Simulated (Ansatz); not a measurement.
# SnO2: the cost of one run

Method: DFT r2SCAN, scalar-relativistic, plane waves, PAW, in Ansatz 0.2.0.

## (1) The starting structure

Symmetry: Fm-3m, No. 225, cubic system. Conventional cell: a = 5.148 Å, b = 5.148 Å, c = 5.148 Å, α = 90.00°, β = 90.00°, γ = 90.00°. Sn (site symmetry m-3m) has 8 O at 2.23 Å as nearest neighbours. O (site symmetry -43m) has 4 Sn at 2.23 Å as nearest neighbours.

As a file:

```cif
data_structure
_symmetry_space_group_name_H-M 'P 1'
_symmetry_Int_Tables_number 1
_cell_length_a 3.6404
_cell_length_b 3.6404
_cell_length_c 3.6404
_cell_angle_alpha 60.000
_cell_angle_beta 60.000
_cell_angle_gamma 60.000
_cell_volume 34.11
loop_
_atom_site_label
_atom_site_type_symbol
_atom_site_fract_x
_atom_site_fract_y
_atom_site_fract_z
_atom_site_occupancy
Sn1 Sn 0.00000 0.00000 0.00000 1
O1 O 0.25000 0.25000 0.25000 1
O2 O 0.75000 0.75000 0.75000 1
```

Source of the structure: the Materials Project (structure only).

(A quick probe on a coarse mesh, which set the mesh and smearing, is not shown.)

## (3) A loose first relaxation

input.yaml reads:

```yaml
crystal:
  lattice:
    - [0.0, 2.57415, 2.57415]
    - [2.57415, 0.0, 2.57415]
    - [2.57415, 2.57415, 0.0]
  atoms:
    - { symbol: Sn, position: [0.0, 0.0, 0.0] }
    - { symbol: O, position: [0.25, 0.25, 0.25] }
    - { symbol: O, position: [0.75, 0.75, 0.75] }
basis:
  ecutwfc: 500
kpoints:
  mp_grid: { grid: [6, 6, 6] }
hamiltonian:
  xc: r2scan
scf:
  occupations: { method: gaussian, width: 0.1 }
output:
  forces: true
  stress: true
  eigenvalues: true
relax:
  adjacent_minimum: "off"
  f_tol: 0.05
  max_steps: 80
  cell: { stress_tol: 0.5 }
```

The run is started by

```console
> ansatz run input.yaml --threads 1 --pin off --max-ram 2560MiB --backend cpu --events-out ev --progress --plain --runs-dir out
```

**Question.** How long does this run take on 1 thread of Intel Xeon 6975P-C (Granite Rapids), shared host, and how much memory does it need?

About 3.8 s, with a peak of 0.41 GiB.
